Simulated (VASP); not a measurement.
# AlP (F-43m) in VASP: phonons with PBE

Aim: the phonons of AlP with PBE.

Program: VASP 6.6.1. These are calculated values, not measurements. Logs are shortened: lines on timing, memory, paths and dates and some standing lists are left out, and cuts for length are marked.

**The experiment to reproduce.**

A printed reference work, textbook reports, for a bulk crystal of AlP: high-frequency dielectric constant 7.56.

How close the calculation comes is told below.

## 1. The crystal as given

It takes space group F-43m (No. 216, cubic). The conventional cell has a = 5.507 Å, b = 5.507 Å, c = 5.507 Å, α = 90.00°, β = 90.00°, γ = 90.00°. Around Al (site symmetry -43m) lie 4 P at 2.38 Å. P (site symmetry -43m) has 4 Al at 2.38 Å as nearest neighbours.

The cell is a database's computed one.

## 2. Phonons, PBE

INCAR reads:

```
SYSTEM = AlP
PREC = Accurate
ENCUT = 520
EDIFF = 1E-8
ISMEAR = 0
SIGMA = 0.01
LREAL = .FALSE.
LASPH = .TRUE.
NELM = 100
ALGO = Normal
ISIF = 2
LWAVE = .FALSE.
LCHARG = .FALSE.
GGA = PE
IBRION = 8
NSW = 1
LEPSILON = .TRUE.
```

KPOINTS reads:

```
regular mesh
0
G
  8 8 8
  0 0 0
```

POSCAR reads:

```
AlP
1.0
    0.0000000000      2.7536699453      2.7536699453
    2.7536699453      0.0000000000      2.7536699453
    2.7536699453      2.7536699453      0.0000000000
Al P
1 1
Direct
    0.0000000000      0.0000000000      0.0000000000
    0.7500000000      0.7500000000      0.7500000000
```

Potentials or basis: VASP PAW PBE potentials, release 64 (Al, P).

Run with:

```
$ cat potpaw_PBE.64/Al/POTCAR potpaw_PBE.64/P/POTCAR > POTCAR
$ mpirun -np 1 vasp_std > vasp.out
```

OUTCAR:

```text
SYSTEM = AlP
   PREC = Accurate
   ENCUT = 520
   EDIFF = 1E-8
   ISMEAR = 0
   LREAL = .FALSE.
   LASPH = .TRUE.
   NELM = 100
   ISIF = 2
   GGA = PE
   IBRION = 8
   NSW = 1
   LEPSILON = .TRUE.

 ion  position               nearest neighbor table
   1  0.000  0.000  0.000-   2 2.38   2 2.38   2 2.38   2 2.38
   2  0.750  0.750  0.750-   1 2.38   1 2.38   1 2.38   1 2.38

  LATTYP: Found a face centered cubic cell.
 ALAT       =     5.5073398906

  Lattice vectors:

 A1 = (   0.0000000000,   2.7536699453,   2.7536699453)
 A2 = (   2.7536699453,   0.0000000000,   2.7536699453)
 A3 = (   2.7536699453,   2.7536699453,   0.0000000000)

Analysis of symmetry for initial positions (statically):
=====================================================================
 Subroutine PRICEL returns:
 Original cell was already a primitive cell.

 Routine SETGRP: Setting up the symmetry group for a
 face centered cubic supercell.

 Subroutine GETGRP returns: Found 24 space group operations
 (whereof 24 operations were pure point group operations)
 out of a pool of 48 trial point group operations.

The static configuration has the point symmetry T_d .

Analysis of symmetry for dynamics (positions and initial velocities):
=====================================================================
 Subroutine PRICEL returns:
 Original cell was already a primitive cell.

 Routine SETGRP: Setting up the symmetry group for a
 face centered cubic supercell.

 Subroutine GETGRP returns: Found 24 space group operations
 (whereof 24 operations were pure point group operations)
 out of a pool of 48 trial point group operations.

The dynamic configuration has the point symmetry T_d .

 Subroutine INISYM returns: Found 24 space group operations
 (whereof 24 operations are pure point group operations),
 and found     1 'primitive' translations

----------------------------------------------------------------------------------------

                                     Primitive cell

  volume of cell :      41.7605

  direct lattice vectors                    reciprocal lattice vectors
     0.000000000  2.753669945  2.753669945    -0.181575864  0.181575864  0.181575864
     2.753669945  0.000000000  2.753669945     0.181575864 -0.181575864  0.181575864
     2.753669945  2.753669945  0.000000000     0.181575864  0.181575864 -0.181575864

  length of vectors
     3.894277383  3.894277383  3.894277383     0.314498622  0.314498622  0.314498622

  position of ions in fractional coordinates (direct lattice)
     0.000000000  0.000000000  0.000000000
     0.750000000  0.750000000  0.750000000

  ion indices of the primitive-cell ions
   primitive index   ion index
                 1           1
                 2           2

----------------------------------------------------------------------------------------

 KPOINTS: regular mesh

Automatic generation of k-mesh.
 Grid dimensions read from file:
 generate k-points for:    8    8    8

 Generating k-lattice:

[... 415 lines left out ...]
  ---------------------------------------------------
  ---------------------------------------------------
  free energy    TOTEN  =        -0.93303528 eV

  energy without entropy =       -0.93303528

------------------------ aborting loop because EDIFF is reached ----------------------------------------

--------------------------------------- Ionic step        2  -------------------------------------------

------------------------ aborting loop because EDIFF is reached ----------------------------------------

--------------------------------------- Ionic step        3  -------------------------------------------

------------------------ aborting loop because EDIFF is reached ----------------------------------------

 PIEZOELECTRIC TENSOR FIELD DIRECTION 3  (e Angst)
 -----------------------------------------------------------------------------
    -0.00065  1.79200  0.00000           (  0.00000 -0.03095  0.00000)
     1.79200 -0.00065  0.00000           ( -0.03095  0.00000  0.00000)
     0.00000  0.00000 -0.00035           (  0.00000  0.00000  0.00000)

 PIEZOELECTRIC TENSOR FIELD DIRECTION 3  (C/m^2)
 -----------------------------------------------------------------------------
    -0.00025  0.68752  0.00000
     0.68752 -0.00025  0.00000
     0.00000  0.00000 -0.00013

--------------------------------------- Ionic step        4  -------------------------------------------

------------------------ aborting loop because EDIFF is reached ----------------------------------------

[... ionic steps 5 to 6 ...]

--------------------------------------- Ionic step        7  -------------------------------------------

 Free energy of the ion-electron system (eV)
  ---------------------------------------------------
  ---------------------------------------------------
  free energy    TOTEN  =        -0.04959365 eV

  energy without entropy =       -0.04959365

------------------------ aborting loop because EDIFF is reached ----------------------------------------

 INTERNAL STRAIN TENSOR  FOR ION    2  DIRECTION 1   (eV/Angst):
 -----------------------------------------------------------------------------
    -0.00711  0.00000  0.00000
     0.00000  0.00566  7.41823
     0.00000  7.41823  0.00566

 MACROSCOPIC STATIC DIELECTRIC TENSOR (including local field effects in DFT)
 ------------------------------------------------------
           8.354670     0.000000     0.000000
           0.000000     8.354670     0.000000
          -0.000000     0.000000     8.354670
 ------------------------------------------------------

 PIEZOELECTRIC TENSOR (including local field effects)  for field in x, y, z        (e  Angst)
          XX          YY          ZZ          XY          YZ          ZX
  --------------------------------------------------------------------------------
  x    -0.00000     0.00000     0.00000     0.00000     1.79491    -0.00000
  y    -0.00000    -0.00000    -0.00000     0.00000     0.00000     1.79491
  z     0.00000     0.00000     0.00000     1.79491     0.00000     0.00000

 PIEZOELECTRIC TENSOR (including local field effects)  for field in x, y, z        (C/m^2)
          XX          YY          ZZ          XY          YZ          ZX
  --------------------------------------------------------------------------------
  x    -0.00000     0.00000     0.00000     0.00000     0.68863    -0.00000
  y    -0.00000    -0.00000    -0.00000     0.00000     0.00000     0.68863
  z     0.00000     0.00000     0.00000     0.68863     0.00000     0.00000

 BORN EFFECTIVE CHARGES (including local field effects) (in |e|, cummulative output)
 ---------------------------------------------------------------------------------
 ion    1
    1     2.26238     0.00000     0.00000
    2     0.00000     2.26238    -0.00000
    3     0.00000     0.00000     2.26238
 ion    2
    1    -2.26238     0.00000     0.00000
    2    -0.00000    -2.26238     0.00000
    3    -0.00000    -0.00000    -2.26238

 INTERNAL STRAIN TENSOR FOR ION    2 for displacements in x,y,z  (eV/Angst):
          X           Y           Z          XY          YZ          ZX
  --------------------------------------------------------------------------------
  x     0.00000     0.00000     0.00000     0.00000     7.41823     0.00000
  y     0.00000     0.00000     0.00000     0.00000     0.00000     7.41823
  z     0.00000     0.00000     0.00000     7.41823     0.00000     0.00000

 SECOND DERIVATIVES (NOT SYMMETRIZED)
 ------------------------------------
               1X          1Y          1Z          2X          2Y          2Z
  1X    -9.621305    0.000000    0.000000    9.621305    0.000000    0.000000
  1Y     0.000000   -9.621305    0.000000    0.000000    9.621305    0.000000
  1Z     0.000000    0.000000   -9.621305    0.000000    0.000000    9.621305
  2X     9.621353    0.000000    0.000000   -9.621353    0.000000    0.000000
  2Y     0.000000    9.621353    0.000000    0.000000   -9.621353    0.000000
  2Z     0.000000    0.000000    9.621353    0.000000    0.000000   -9.621353

 Eigenvectors and eigenvalues of the dynamical matrix
 ----------------------------------------------------

   1 f  =   12.769856 THz    80.235374 2PiTHz  425.956557 cm-1    52.811859 meV
             X         Y         Z           dx          dy          dz
      0.000000  0.000000  0.000000     0.000000    0.731059    0.000000
      4.130505  4.130505  4.130505     0.000000   -0.682314    0.000000
[... 21 lines left out ...]
   6 f/i=    0.000016 THz     0.000101 2PiTHz    0.000537 cm-1     0.000067 meV
             X         Y         Z           dx          dy          dz
      0.000000  0.000000  0.000000     0.000000    0.000000   -0.682314
      4.130505  4.130505  4.130505     0.000000    0.000000   -0.731059

--------------------------------------------------------------------------------------------------------

 MACROSCOPIC STATIC DIELECTRIC TENSOR IONIC CONTRIBUTION
 ------------------------------------------------------
           2.305136     0.000000     0.000000
           0.000000     2.305136     0.000000
           0.000000     0.000000     2.305136
 ------------------------------------------------------

 ELASTIC MODULI CONTR FROM IONIC RELAXATION (kBar)
 Direction    XX          YY          ZZ          XY          YZ          ZX
 --------------------------------------------------------------------------------
 XX          -0.0000     -0.0000     -0.0000     -0.0000     -0.0000     -0.0000
 YY          -0.0000     -0.0000     -0.0000     -0.0000     -0.0000      0.0000
 ZZ          -0.0000     -0.0000     -0.0000     -0.0000     -0.0000     -0.0000
 XY          -0.0000     -0.0000     -0.0000   -216.9970     -0.0000     -0.0000
 YZ          -0.0000     -0.0000     -0.0000     -0.0000   -216.9970     -0.0000
 ZX          -0.0000      0.0000     -0.0000     -0.0000     -0.0000   -216.9970
 --------------------------------------------------------------------------------

 PIEZOELECTRIC TENSOR IONIC CONTR  for field in x, y, z        (C/m^2)
          XX          YY          ZZ          XY          YZ          ZX
  --------------------------------------------------------------------------------
  x    -0.00000    -0.00000    -0.00000    -0.00000    -0.66550    -0.00000
  y    -0.00000     0.00000    -0.00000    -0.00000    -0.00000    -0.66550
  z    -0.00000    -0.00000    -0.00000    -0.66550    -0.00000    -0.00000
```

It took 4.4 min on 1 thread of Intel Xeon Platinum 8488C (Sapphire Rapids), shared host; peak memory 0.24 GiB.

What came out:

```
Electronic dielectric tensor (diagonal)                 : 8.35
Born charges (mean of the diagonal)                     : Al +2.26; P -2.26 e
Highest phonon frequency at Γ, LO-TO splitting left out : 426 cm⁻¹
```

Phonon frequencies in cm⁻¹ (negative: imaginary):
| q point | frequencies |
| --- | --- |
| (0.000, 0.000, 0.000) | 0 0 0 426 426 426 |

Electronic dielectric tensor:
```
8.35 0.00 0.00
0.00 8.35 0.00
0.00 0.00 8.35
```

Born effective charge tensors (e):
atom 1, Al
```
2.26 0.00 0.00
0.00 2.26 0.00
0.00 0.00 2.26
```
atom 2, P
```
-2.26  0.00  0.00
 0.00 -2.26  0.00
 0.00  0.00 -2.26
```

## 3. Against experiment

Step 2. Against the measured high-frequency dielectric constant of AlP, 7.56 (a printed reference work, textbook), the calculated 8.35 is off by +10.5 %.
